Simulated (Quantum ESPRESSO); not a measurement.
Crystal: Si.

```
Si
1.0
     0.00000    2.72185    2.72185
     2.72185    0.00000    2.72185
     2.72185    2.72185    0.00000
Si
2
Direct
  0.50000 0.50000 0.50000
  0.75000 0.75000 0.75000
```

- Program: Quantum ESPRESSO 7.5
- Task: phonons
- Functional: PBEsol
- Potentials or basis: PseudoDojo 0.4.1 SR PBEsol standard
- Cutoff: 490 eV
- Density cutoff: 1959 eV
- k mesh: 8 × 8 × 8, shifted
- Occupations: fermi-dirac, width 0.05 eV
- Spin: no spin polarisation
- Mixing beta: 0.5
- Most SCF iterations: 120
- SCF threshold: 4e-10 Ry

The cell and the atoms were relaxed first, to 20.02 Å³/atom (a = 3.840 Å, b = 3.840 Å, c = 3.840 Å, α = 60.00°, β = 60.00°, γ = 60.00°), and the response was taken there.

The first run showed a gap, so the response started from a second, tighter run with fixed occupations.

Task: Where do the zone-centre optical modes lie?

Result: T2g at 510 cm⁻¹ (Raman).

Optical modes at Γ, degenerate ones joined, polar ones without the macroscopic field:
```csv
cm⁻¹,components,symmetry,active in,"IR intensity, summed ((D/Å)²/amu)"
510,3,T2g,Raman,0.00
```

Born effective charge tensors (e):
atom 1, Si
```
0.00 0.00 0.00
0.00 0.00 0.00
0.00 0.00 0.00
```
atom 2, Si
```
0.00 0.00 0.00
0.00 0.00 0.00
0.00 0.00 0.00
```
